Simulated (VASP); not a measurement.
BeC2: single point with PBEsol

The system is BeC2.

```
Be C
1.0
    -1.74190    1.74190    2.78045
     1.74190   -1.74190    2.78045
     1.74190    1.74190   -2.78045
Be C
1 2
Cartesian
  0.0000 0.0000 0.0000
  0.0000 0.0000 2.2307
  0.0000 0.0000 3.3302
```

The cell isn't the ideal one: Sr replaced by Be, lengths x 0.829, strained and moved within the space group.

- Program: VASP 6.6.1
- Task: single point
- Functional: PBEsol
- Potentials or basis: VASP PAW PBE potentials, release 64 (Be, C)
- Cutoff: 520 eV
- k mesh: 8 × 8 × 8
- Occupations: gaussian, width 0.1 eV
- Spin: no spin polarisation

```json
{
  "Pressure": "14.4 GPa",
  "Largest force": "22.448 eV/Å",
  "Band gap on the k mesh": "1.60 eV, indirect (least direct gap 1.74 eV)"
}
```

Forces in eV/Å, atoms in the order of the input:
```
Be    0.000   0.000   0.000
C     0.000   0.000 -22.448
C     0.000   0.000  22.448
```

Stress tensor (GPa, compression positive):
```
-9.60  0.00  0.00
 0.00 -9.60  0.00
 0.00  0.00 62.46
```

Levels at points of the mesh, in eV from the valence-band top:
```csv
k point,band 3,band 4,band 5,band 6,band 7,band 8
"(0.00, 0.00, 0.00)",-2.30,-2.30,-1.59,5.36,5.36,6.42
"(0.50, 0.00, 0.00)",-3.02,-2.49,-2.18,4.16,4.80,6.04
"(0.50, 0.50, 0.00)",-3.74,-3.67,-2.65,2.60,4.63,7.59
"(0.50, 0.50, 0.50)",-3.63,-3.63,-0.14,1.60,7.05,8.51
```

Wall time 12 s on 1 thread of AMD EPYC 9R45 (Zen 5) (shared host), peak memory 0.13 GiB.

Caveat: the standard files for N, O and F lose accuracy on very short bonds; the PAW data sets were made with another functional, which shifts forces and pressure a little. A k mesh can miss the band edges.
